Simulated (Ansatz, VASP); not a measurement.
Given: the input of a run of VASP 6.6.1 on Ba.

File INCAR:

```
ALGO = Fast
EDIFF = 1E-7
ENCUT = 520
GGA = CA
ISIF = 2
ISMEAR = -1
LASPH = T
LCHARG = T
LELF = T
LREAL = F
LVHAR = T
LWAVE = F
NBANDS = 11
NELM = 100
PREC = Accurate
SIGMA = 0.05
```

File KPOINTS:

```
k-points
0
Gamma
  8 8 8
```

File POSCAR:

```
Ba
1.0
   -2.4896773455      2.4896773455      2.4896773455
    2.4896773455     -2.4896773455      2.4896773455
    2.4896773455      2.4896773455     -2.4896773455
Ba
1
Direct
    0.0000000000      0.0000000000      0.0000000000
```

Potentials or basis: VASP PAW LDA potentials, release 64 (Ba_sv).

Command:

```bash
$ cat potpaw_LDA.64/Ba_sv/POTCAR > POTCAR
$ mpirun -np 1 vasp_std > vasp.out
```

Translate it to Ansatz 0.2.0. Potentials there: all-electron LAPW, scalar-relativistic.

As run (the cutoff follows the program's own potentials):

The input input.yaml:

```yaml
crystal:
  lattice:
    - [-2.4896773455, 2.4896773455, 2.4896773455]
    - [2.4896773455, -2.4896773455, 2.4896773455]
    - [2.4896773455, 2.4896773455, -2.4896773455]
  atoms:
    - { symbol: Ba, position: [0.0, 0.0, 0.0] }
kpoints:
  mp_grid: { grid: [8, 8, 8] }
scf:
  occupations: { method: fermi_dirac, width: 0.05 }
hamiltonian:
  xc: lda
  pseudopotentials: { kind: all_electron, lapw: { basis_error: 0.001 } }
output:
  forces: true
  stress: true
  eigenvalues: true
```

Potentials or basis: all-electron LAPW, scalar-relativistic.

Run with:

```sh
$ ansatz run input.yaml --threads 1 --pin off --max-ram 3072MiB --backend cpu --events-out ev --progress --plain --runs-dir out
```

Both were run:

|  | VASP | Ansatz | Ansatz less VASP |
| --- | --- | --- | --- |
| gap on the k mesh at the Fermi level (eV) | none | none | - |
| pressure (GPa) | -1.2 | -1.2 | -0.04 |

A gap of «none» marks a metal or a gap that the smearing closes. Ansatz ran all-electron here, so the differences hold the error of VASP's frozen core and of both bases.

The runs have no spin-orbit coupling, so splittings on Ba are missing.
